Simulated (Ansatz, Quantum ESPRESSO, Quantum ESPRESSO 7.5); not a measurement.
## Tuning the work function of Pd(100)

Wanted: work-function changes of Pd(100) along a row of adsorbates.

Method: plane-wave DFT, PBE, GBRV ultrasoft pseudopotentials (geometry by Ansatz 0.2.0 with PAW datasets; geometry under PBE), in Quantum ESPRESSO 7.5.

**What experiment says.**

“Anisotropic work function of elemental crystals” (2019, arxiv:1902.07811) quotes from earlier work for Pd (clean (100) face): work function (clean (100) face) 5.48 eV.

### Step 1. Starting point

The cell holds 5 atoms: 5 Pd. Its edges and angles: a = 2.751 Å, b = 2.751 Å, c = 23.780 Å, α = 90.0°, β = 90.0°, γ = 90.0°. It derives from Pd. Vacuum lies along c.

This is the clean slab. Each overlayer is one atom a surface cell, set on the hollow site and held there by symmetry.

### Step 2. Geometry from Ansatz, clean face

A relaxation in Ansatz fixes the structure of this slab for the runs on it.

Input file input.yaml:

```yaml
crystal:
  lattice:
    - [2.7506453788, 0.0, 0.0]
    - [0.0, 2.7506453788, 0.0]
    - [0.0, 0.0, 23.78]
  atoms:
    - { symbol: Pd, position: [0.0, 0.0, 0.3364171573] }
    - { symbol: Pd, position: [0.5, 0.5, 0.4182085786] }
    - { symbol: Pd, position: [0.0, 0.0, 0.5] }
    - { symbol: Pd, position: [0.5, 0.5, 0.5817914214] }
    - { symbol: Pd, position: [0.0, 0.0, 0.6635828427] }
kpoints:
  mp_grid: { grid: [10, 10, 1] }
hamiltonian:
  xc: pbe
scf:
  occupations: { method: fermi_dirac, width: 0.1 }
  convergence: { dr2_threshold: 1.0e-08 }
efield:
  axis: 3
  dipole_correction: true
  ramp_position: 0.97
  ramp_width: 0.04
relax:
  f_tol: 0.01
  constraints: [{ sites: [0, 1, 2] }]
output:
  write_potential: true
  write_density: true
  volumetric_format: npy
```

Run with:

```bash
$ ansatz run input.yaml --threads 4 --pin off --max-ram 8192MiB --backend cpu --events-out ev --progress --plain --runs-dir out
```

Numbers of over 12 decimals in the logs are rounded to 6 here.

Output:

```text
Engine: ansatz 0.2.0, aarch64-unknown-linux-gnu
Pseudopotentials: kind: paw
Pseudopotential: Pd, paw, valence charge 18, recommended cutoff 420 eV (normal), Pd.paw.azcp
Functional definition: PBE
  parameter kappa = 0.804
  parameter beta = 0.066725
  exchange = pbe_x(kappa = kappa, mu = beta*pi^2/3)
  correlation = pbe_c(beta = beta)
Crystal: 5 atoms, lattice volume = 179.921 Å³
Basis set: ecut = 420 eV, 3579 PW (Γ), exchange–correlation on 40×40×320 points (8 copies of the dense FFT grid, shifted against one another)
Bands: 54, of which v1, the nominal top of the filled ones, is band 45 counted from 1 (44 counted from 0)
Symmetry: 8 space group operations
k-points: 21 of 100
Non-local potential: Pd, projectors of the file, l = 0: 2, l = 1: 2, l = 2: 2, l = 3: 1
PAW form: soft (Blöchl's): semilocal exchange-correlation on the pseudo side does not see the compensation charge
PAW one-centre angular grid: Pd, 590 points (default); XC on 64 Gauss nodes
Initial density: superposition of atomic densities (neutral atoms: chi_scale 0, normalization atom), corrected by the library's trained network
Initial wavefunctions: pseudopotential atomic-orbital guess
Functional: x = pbe(κ = 0.804, μ = 0.219515), c = pbe(β = 0.066725)
SCF iter   1: F=—  HF=-34863.002589 eV  |F-HF|=—  |Δ(HF+E_count)|=         —  Δρ=1.15e-2  dr2=1.98e0  ethr=1.77e-3  p=-0.000 e·Å  D=-2.00e-4 V/Å  ΔV_dip=0.00 eV  dr2_dipole=5.53e-5  V_vac-E_F(+/−)=4.76/4.76 eV  ⟨swp⟩=7.7  Hψ=4764  notcnv=0  defer=12
efield: sawtooth ramp at fractional position 0.9700 (set: `efield.ramp_position`, or a place that a band, a saddle search or an elastic batch's reference lends), width 0.0400; the density the first Hamiltonian is built on has a dipole p = -0.000 e·Å; the dipole correction subtracts the counter field D = -2.00e-4 V/Å, which shifts the + side's vacuum level by +0.00 eV against the − side's; the planar-averaged density in the ramp window peaks in size at 2.0e-5 e/Å³
preconditioner: auto → LDOS  [metal: Δε(μ)=0.038 eV  Ē_g=6.837 eV  σ=0.100 eV  W_gap=0.10  n_scr=46 (ndim 8)  ℏωp=19.6 eV  f_vac=0.541  D(μ)=9.41/eV (n_scr^D=82)  β→1.0]
SCF iter   2: F=—  HF=-34862.969391 eV  |F-HF|=—  |Δ(HF+E_count)|=   3.32e-2  Δρ=7.03e-3  dr2=1.86e-1  ethr=1.77e-3  p=-0.000 e·Å  D=-1.22e-4 V/Å  ΔV_dip=0.00 eV  dr2_dipole=6.32e-6  V_vac-E_F(+/−)=5.13/5.13 eV  ⟨swp⟩=2.3  Hψ=1437  notcnv=0  defer=33
SCF iter   3: F=—  HF=-34862.959882 eV  |F-HF|=—  |Δ(HF+E_count)|=   9.51e-3  Δρ=2.49e-3  dr2=1.03e-1  ethr=2.07e-4  p=-0.000 e·Å  D=-1.09e-4 V/Å  ΔV_dip=0.00 eV  dr2_dipole=3.07e-5  V_vac-E_F(+/−)=5.00/5.00 eV  ⟨swp⟩=2.2  Hψ=1733  notcnv=0  defer=33
SCF iter   4: F=—  HF=-34862.956794 eV  |F-HF|=—  |Δ(HF+E_count)|=   3.09e-3  Δρ=6.72e-4  dr2=1.41e-3  ethr=1.15e-4  p=-0.000 e·Å  D=-3.43e-5 V/Å  ΔV_dip=0.00 eV  dr2_dipole=4.97e-6  V_vac-E_F(+/−)=5.07/5.07 eV  ⟨swp⟩=1.5  Hψ=1125  notcnv=0  defer=33
SCF iter   5: F=—  HF=-34862.957041 eV  |F-HF|=—  |Δ(HF+E_count)|=   2.47e-4  Δρ=3.32e-4  dr2=3.45e-4  ethr=1.57e-6  p=-0.000 e·Å  D=-1.56e-5 V/Å  ΔV_dip=0.00 eV  dr2_dipole=8.99e-7  V_vac-E_F(+/−)=5.07/5.07 eV  ⟨swp⟩=2.0  Hψ=1692  notcnv=0  defer=33
SCF iter   6: F=—  HF=-34862.957139 eV  |F-HF|=—  |Δ(HF+E_count)|=   9.79e-5  Δρ=1.71e-4  dr2=1.01e-4  ethr=3.83e-7  p=-0.000 e·Å  D=-4.40e-6 V/Å  ΔV_dip=0.00 eV  dr2_dipole=6.50e-8  V_vac-E_F(+/−)=5.07/5.07 eV  ⟨swp⟩=2.2  Hψ=1464  notcnv=0  defer=33
SCF iter   7: F=—  HF=-34862.957124 eV  |F-HF|=—  |Δ(HF+E_count)|=   1.54e-5  Δρ=7.29e-5  dr2=1.84e-5  ethr=1.12e-7  p=-0.000 e·Å  D=-1.13e-7 V/Å  ΔV_dip=0.00 eV  dr2_dipole=1.68e-8  V_vac-E_F(+/−)=5.07/5.07 eV  ⟨swp⟩=1.2  Hψ=1143  notcnv=0  defer=33
SCF iter   8: F=—  HF=-34862.957136 eV  |F-HF|=—  |Δ(HF+E_count)|=   1.24e-5  Δρ=1.88e-5  dr2=1.44e-6  ethr=2.05e-8  p=-0.000 e·Å  D=-1.27e-6 V/Å  ΔV_dip=0.00 eV  dr2_dipole=1.18e-9  V_vac-E_F(+/−)=5.07/5.07 eV  ⟨swp⟩=2.0  Hψ=1517  notcnv=0  defer=33
SCF iter   9: F=—  HF=-34862.957141 eV  |F-HF|=—  |Δ(HF+E_count)|=   5.15e-6  Δρ=5.93e-6  dr2=7.77e-8  ethr=1.60e-9  p=-0.000 e·Å  D=-1.16e-6 V/Å  ΔV_dip=0.00 eV  dr2_dipole=1.65e-9  V_vac-E_F(+/−)=5.07/5.07 eV  ⟨swp⟩=2.1  Hψ=1692  notcnv=0  defer=30
SCF iter  10: F=-34862.957142 eV  HF=-34862.957142 eV  |F-HF|=1.87e-8  |Δ(HF+E_count)|=   2.63e-7  Δρ=2.04e-6  dr2=9.62e-9  ethr=1.11e-11  p=-0.000 e·Å  D=-1.41e-6 V/Å  ΔV_dip=0.00 eV  dr2_dipole=1.05e-10  V_vac-E_F(+/−)=5.07/5.07 eV  ⟨swp⟩=10.1  Hψ=8151  notcnv=0
SCF 1 converged in 10 iterations: F = -34862.957142 eV  dr2 = 9.62e-9
  greatest PAW one-centre occupation: 0.999 electrons in one spin orbital (limit 2), on the Pd atom at site 4 (counted from 0), in its partial waves of l = 0
relax step   1: F+E_penalty+E_count = -34862.95714167 eV  Δ(F+E_penalty+E_count) = +0.000e0 eV  max|allowed force component| = 2.186e-1 eV/Å  Δτ_max = 0.0000 Å  (10 SCF iters, accepted)
Initial density: handed on by an earlier stage of this run
Initial wavefunctions: those handed on with the density
iter 1 solved again at ethr=2.78e-4 eV; its pass at ethr=3.10e-3 eV (dr2=2.50e-1 eV) is discarded
SCF iter   1: F=—  HF=-34863.005784 eV  |F-HF|=—  |Δ(HF+E_count)|=         —  Δρ=9.03e-3  dr2=3.20e-1  ethr=2.78e-4  p=0.000 e·Å  D=1.41e-6 V/Å  ΔV_dip=-0.00 eV  dr2_dipole=5.98e-2  V_vac-E_F(+/−)=5.10/5.10 eV  ⟨swp⟩=1.6  Hψ=4227  notcnv=0  defer=35
efield: sawtooth ramp at fractional position 0.9700 (set: `efield.ramp_position`, or a place that a band, a saddle search or an elastic batch's reference lends), width 0.0400; the density the first Hamiltonian is built on has a dipole p = 0.000 e·Å; the dipole correction subtracts the counter field D = 1.41e-6 V/Å, which shifts the + side's vacuum level by -0.00 eV against the − side's; the planar-averaged density in the ramp window peaks in size at 1.5e-6 e/Å³
eigensolver tolerance schedule calibrated: the retry pair's looser diagonalisation under-reported the residual by θ = 0.22 (0.21/decade); ethr = c·dr2/N_el runs at the constant in force after the calibration composes with the one it found (an armed cap, an earlier calibration), c = 2.3e-2
preconditioner: auto → LDOS  [metal: Δε(μ)=0.017 eV  Ē_g=6.935 eV  σ=0.100 eV  W_gap=0.04  n_scr=46 (ndim 8)  ℏωp=19.6 eV  f_vac=0.536  D(μ)=9.56/eV (n_scr^D=82)  β→1.0]
SCF iter   2: F=—  HF=-34863.011639 eV  |F-HF|=—  |Δ(HF+E_count)|=   5.86e-3  Δρ=6.64e-3  dr2=2.31e-1  ethr=8.16e-5  p=0.011 e·Å  D=1.11e-2 V/Å  ΔV_dip=-0.26 eV  dr2_dipole=4.48e-2  V_vac-E_F(+/−)=4.81/5.07 eV  ⟨swp⟩=3.0  Hψ=2330  notcnv=0  defer=35
[...]
SCF iter  10: F=—  HF=-34862.970913 eV  |F-HF|=—  |Δ(HF+E_count)|=   1.69e-7  Δρ=3.10e-6  dr2=2.63e-8  ethr=1.00e-10  p=-0.001 e·Å  D=-7.50e-4 V/Å  ΔV_dip=0.02 eV  dr2_dipole=2.16e-10  V_vac-E_F(+/−)=5.09/5.07 eV  ⟨swp⟩=2.7  Hψ=1803  notcnv=0  defer=35
SCF iter  11: F=-34862.970913 eV  HF=-34862.970913 eV  |F-HF|=9.46e-10  |Δ(HF+E_count)|=   4.02e-8  Δρ=1.36e-6  dr2=4.88e-9  ethr=2.55e-12  p=-0.001 e·Å  D=-7.52e-4 V/Å  ΔV_dip=0.02 eV  dr2_dipole=1.85e-10  V_vac-E_F(+/−)=5.09/5.07 eV  ⟨swp⟩=9.1  Hψ=7386  notcnv=0
SCF 2 converged in 11 iterations: F = -34862.970913 eV  dr2 = 4.88e-9
  greatest PAW one-centre occupation: 0.999 electrons in one spin orbital (limit 2), on the Pd atom at site 0 (counted from 0), in its partial waves of l = 0
relax step   2: F+E_penalty+E_count = -34862.97091257 eV  Δ(F+E_penalty+E_count) = -1.377e-2 eV  max|allowed force component| = 7.370e-2 eV/Å  Δτ_max = 0.1409 Å  (11 SCF iters, accepted)
SCF iter   1: F=—  HF=-34862.974988 eV  |F-HF|=—  |Δ(HF+E_count)|=         —  Δρ=2.66e-3  dr2=6.06e-2  ethr=2.12e-4  p=-0.001 e·Å  D=-7.52e-4 V/Å  ΔV_dip=0.02 eV  dr2_dipole=2.11e-2  V_vac-E_F(+/−)=5.08/5.06 eV  ⟨swp⟩=3.0  Hψ=2258  notcnv=0  defer=35
efield: sawtooth ramp at fractional position 0.9700 (set: `efield.ramp_position`, or a place that a band, a saddle search or an elastic batch's reference lends), width 0.0400; the density the first Hamiltonian is built on has a dipole p = -0.001 e·Å; the dipole correction subtracts the counter field D = -7.52e-4 V/Å, which shifts the + side's vacuum level by +0.02 eV against the − side's; the planar-averaged density in the ramp window peaks in size at 9.5e-7 e/Å³
preconditioner: auto → LDOS  [metal: Δε(μ)=0.019 eV  Ē_g=6.937 eV  σ=0.100 eV  W_gap=0.05  n_scr=46 (ndim 8)  ℏωp=19.6 eV  f_vac=0.537  D(μ)=9.59/eV (n_scr^D=82)  β→1.0]
SCF iter   2: F=—  HF=-34862.974667 eV  |F-HF|=—  |Δ(HF+E_count)|=   3.21e-4  Δρ=1.70e-3  dr2=1.49e-2  ethr=6.73e-5  p=-0.003 e·Å  D=-3.06e-3 V/Å  ΔV_dip=0.07 eV  dr2_dipole=2.52e-3  V_vac-E_F(+/−)=5.15/5.07 eV  ⟨swp⟩=2.0  Hψ=1797  notcnv=0  defer=35
SCF iter   3: F=—  HF=-34862.972421 eV  |F-HF|=—  |Δ(HF+E_count)|=   2.25e-3  Δρ=5.73e-4  dr2=1.82e-3  ethr=1.65e-5  p=-0.000 e·Å  D=-3.83e-5 V/Å  ΔV_dip=0.00 eV  dr2_dipole=2.35e-4  V_vac-E_F(+/−)=5.07/5.07 eV  ⟨swp⟩=2.0  Hψ=1730  notcnv=0  defer=35
SCF iter   4: F=—  HF=-34862.972235 eV  |F-HF|=—  |Δ(HF+E_count)|=   1.86e-4  Δρ=2.00e-4  dr2=1.09e-4  ethr=2.02e-6  p=-0.000 e·Å  D=-3.99e-4 V/Å  ΔV_dip=0.01 eV  dr2_dipole=1.56e-5  V_vac-E_F(+/−)=5.08/5.07 eV  ⟨swp⟩=2.0  Hψ=1576  notcnv=0  defer=35
SCF iter   5: F=—  HF=-34862.972223 eV  |F-HF|=—  |Δ(HF+E_count)|=   1.24e-5  Δρ=4.53e-5  dr2=1.96e-5  ethr=1.21e-7  p=-0.001 e·Å  D=-5.25e-4 V/Å  ΔV_dip=0.01 eV  dr2_dipole=6.57e-6  V_vac-E_F(+/−)=5.08/5.07 eV  ⟨swp⟩=2.0  Hψ=1599  notcnv=0  defer=35
SCF iter   6: F=—  HF=-34862.972239 eV  |F-HF|=—  |Δ(HF+E_count)|=   1.61e-5  Δρ=2.01e-5  dr2=1.47e-6  ethr=2.18e-8  p=-0.001 e·Å  D=-5.43e-4 V/Å  ΔV_dip=0.01 eV  dr2_dipole=1.14e-7  V_vac-E_F(+/−)=5.08/5.07 eV  ⟨swp⟩=1.2  Hψ=1121  notcnv=0  defer=35
SCF iter   7: F=—  HF=-34862.972247 eV  |F-HF|=—  |Δ(HF+E_count)|=   7.97e-6  Δρ=9.67e-6  dr2=4.75e-7  ethr=1.64e-9  p=-0.001 e·Å  D=-5.67e-4 V/Å  ΔV_dip=0.01 eV  dr2_dipole=4.07e-9  V_vac-E_F(+/−)=5.08/5.07 eV  ⟨swp⟩=2.3  Hψ=1619  notcnv=0  defer=35
SCF iter   8: F=—  HF=-34862.972247 eV  |F-HF|=—  |Δ(HF+E_count)|=   4.82e-8  Δρ=4.49e-6  dr2=8.43e-8  ethr=5.28e-10  p=-0.001 e·Å  D=-5.80e-4 V/Å  ΔV_dip=0.01 eV  dr2_dipole=1.79e-9  V_vac-E_F(+/−)=5.08/5.07 eV  ⟨swp⟩=1.2  Hψ=1170  notcnv=0  defer=35
SCF iter   9: F=—  HF=-34862.972247 eV  |F-HF|=—  |Δ(HF+E_count)|=   1.98e-8  Δρ=2.45e-6  dr2=1.37e-8  ethr=9.37e-11  p=-0.001 e·Å  D=-5.82e-4 V/Å  ΔV_dip=0.01 eV  dr2_dipole=4.25e-10  V_vac-E_F(+/−)=5.08/5.07 eV  ⟨swp⟩=1.9  Hψ=1382  notcnv=0  defer=35
SCF iter  10: F=-34862.972247 eV  HF=-34862.972247 eV  |F-HF|=6.11e-10  |Δ(HF+E_count)|=   2.18e-8  Δρ=8.01e-7  dr2=2.41e-9  ethr=1.11e-11  p=-0.001 e·Å  D=-5.80e-4 V/Å  ΔV_dip=0.01 eV  dr2_dipole=3.52e-11  V_vac-E_F(+/−)=5.08/5.07 eV  ⟨swp⟩=8.9  Hψ=7231  notcnv=0
SCF 3 converged in 10 iterations: F = -34862.972247 eV  dr2 = 2.41e-9
relax step   3: F+E_penalty+E_count = -34862.97224683 eV  Δ(F+E_penalty+E_count) = -1.334e-3 eV  max|allowed force component| = 2.346e-3 eV/Å  Δτ_max = 0.0351 Å  (10 SCF iters, accepted)
NSCF: frozen V_eff on 21 k-points
the band table was solved once a step of the walk had ended and its energy, with any forces and stress, was formed, with the checks that follow a solve (5849 applications of the Hamiltonian). They found nothing against the state; the energy, forces and stress were not computed again (output.eigenvalues in the input reference)
WARN: The input density's exchange-correlation potential varies sharply where the density is thin. Do not read a vacuum level from v_tot or v_xc, or from such a field of the output density. On a cell that repeats whose density bears no net charge and no dipole along the vacuum's axis use v_es (v_loc + v_h of the components); under efield.dipole_correction with no amplitude use v_es + v_field, which holds any external [...]
SCF converged after 10 iterations
Free energy (F): -34862.972247 eV
Harris-Foulkes:  -34862.972247 eV  (|F-HF|=6.11e-10)
Internal energy: -34862.663679 eV  (E = F + TS)
E sigma→0 (E₀):  -34862.817963 eV
Entropy (-TS):   -0.308568 eV (-61.714 meV/atom)
Fermi energy:    5.137633 eV
Dipole field:    D = -0.000572 V/Å  (p = -0.000569 e·Å, saw-weighted, corrected)
Work function:   Φ+ = 5.0846 eV   Φ− = 5.0710 eV
Levels:          The Fermi level and band energies are counted from a zero that moves with the ramp; work functions are not
--- Per-component energies (eV) ---
  E_band       = -1982.375698
  E_kinetic    = 2567.578661
  E_local      = -142884.558092  (includes V_loc(G=0)·N_el)
  E_nonlocal   = 1087.934990
  E_hartree    = 69975.249288
  E_xc         = -840.833808
  E_vxc        = -1054.497115  (∫ρ·V_xc dr)
  E_paw        = -18752.601500  (= ΣΔE_a)
  E_vpaw       = -1649.350784  (= ΣTr[D̂ρ^β])
  E_aug_tail   = 0.001108  (compensation charges beyond the density's cutoff)
  E_efield     = 0.000000  (sawtooth field / dipole correction)
  E_vefield    = 0.014003  (∫n·V_field dr)
  E_ewald      = 53984.565673
  E_smearing   = -0.308568  (= −TS)
  E_closure    = 0.000000  (closes the sum)
  Σ components = -34862.972247   (vs F -34862.972247, Δ=0.00e0)
--- Forces (eV/Å), atoms counted from 1 ---
  atom   1  Pd    -0.00000000     0.00000000    -0.21426645
  atom   2  Pd    -0.00000000     0.00000000    -0.10965106
  atom   3  Pd     0.00000000     0.00000000     0.31939909
  atom   4  Pd    -0.00000000     0.00000000     0.00221387
  atom   5  Pd     0.00000000     0.00000000     0.00234611
  max |Σ_I F_I| component: 4.16e-5 eV/Å
--- Band table (eV; the first three rows and the last of 21) ---
  k-point 0: bands = [... 41 lower, 4.7073, 4.7660, 4.8096, 4.8096, 5.0429, 5.1207, 5.2705, 5.2705, ... 5 higher]
  k-point 1: bands = [... 41 lower, 4.4478, 4.5257, 4.6176, 4.9065, 4.9369, 5.0635, 5.2929, 5.4529, ... 5 higher]
  k-point 2: bands = [... 41 lower, 4.1209, 4.3166, 4.6802, 4.7094, 4.8548, 5.1495, 5.2207, 6.3116, ... 5 higher]
  k-point 20: bands = [... 41 lower, 5.4363, 5.5115, 5.7740, 5.8150, 9.3747, 9.3747, 11.2109, 11.2109, ... 5 higher]
--- Relaxed structure (3 steps of the walk, 3 accepted, 0 SCFs on fresh bases) ---
  F+E_penalty+E_count = -34862.97224683 eV   max|allowed force component| = 2.346e-3 eV/Å
  atoms:
    - { symbol: Pd, position: [0.0, 0.0, 0.3364171573] }
    - { symbol: Pd, position: [0.500000, 0.500000, 0.418209] }
    - { symbol: Pd, position: [0.0, 0.0, 0.5] }
    - { symbol: Pd, position: [0.500000, 0.500000, 0.584544] }
    - { symbol: Pd, position: [0, 0.0, 0.668029] }
```

Wall time 17 s (4 threads of Arm Neoverse V1, shared host); peak memory 0.56 GiB.

Relaxation path:

```
step  energy less that of the first step (eV)  largest force component (eV/Å)
   1                                   0.0000                          0.2186
   2                                  -0.0138                          0.0737
   3                                  -0.0151                          0.0023
```

The atoms that moved most (Å):

| atom | dx | dy | dz | length |
| --- | --- | --- | --- | --- |
| Pd5 | 0.000 | 0.000 | 0.106 | 0.106 |
| Pd4 | 0.000 | 0.000 | 0.065 | 0.065 |

The relaxed structure:

```cif
data_structure
_symmetry_space_group_name_H-M 'P 1'
_symmetry_Int_Tables_number 1
_cell_length_a 2.7506
_cell_length_b 2.7506
_cell_length_c 23.7800
_cell_angle_alpha 90.000
_cell_angle_beta 90.000
_cell_angle_gamma 90.000
_cell_volume 179.92
loop_
_atom_site_label
_atom_site_type_symbol
_atom_site_fract_x
_atom_site_fract_y
_atom_site_fract_z
_atom_site_occupancy
Pd1 Pd 0.00000 0.00000 0.33642 1
Pd2 Pd 0.50000 0.50000 0.41821 1
Pd3 Pd 0.00000 0.00000 0.50000 1
Pd4 Pd 0.50000 0.50000 0.58454 1
Pd5 Pd 0.00000 0.00000 0.66803 1
```

The relaxation lowers the energy by 3 meV an atom. Held were the atoms numbered 1, 2 and 3; the forces quoted are those on the free ones.

Numbers from this step:

- free energy: -34862.9722 eV
- energy at zero smearing: -34862.8180 eV
- smearing term TS: 0.3086 eV
- Fermi energy: 5.138 eV
- symmetry operations: 8
- work function of the upper face: 5.085 eV
- work function of the lower face: 5.071 eV
- dipole along the normal: -5.69e-4 e·Å

[end of part 1 of 8]

[Logs are printed without paths, hosts, clocks, repeated set-up lines and the standing remarks that a program may print on its own settings, such as how far it seeks lower states.]

[Hosts, paths, dates, database ids (printed as entryN), source tags and the programs' standing remarks are cut or masked in the printed files.]

[Maps of the electrostatic potential energy from Ansatz leave out the sawtooth potential of an applied field or a dipole correction, so their vacuum need not be flat; planar profiles and work functions include it.]
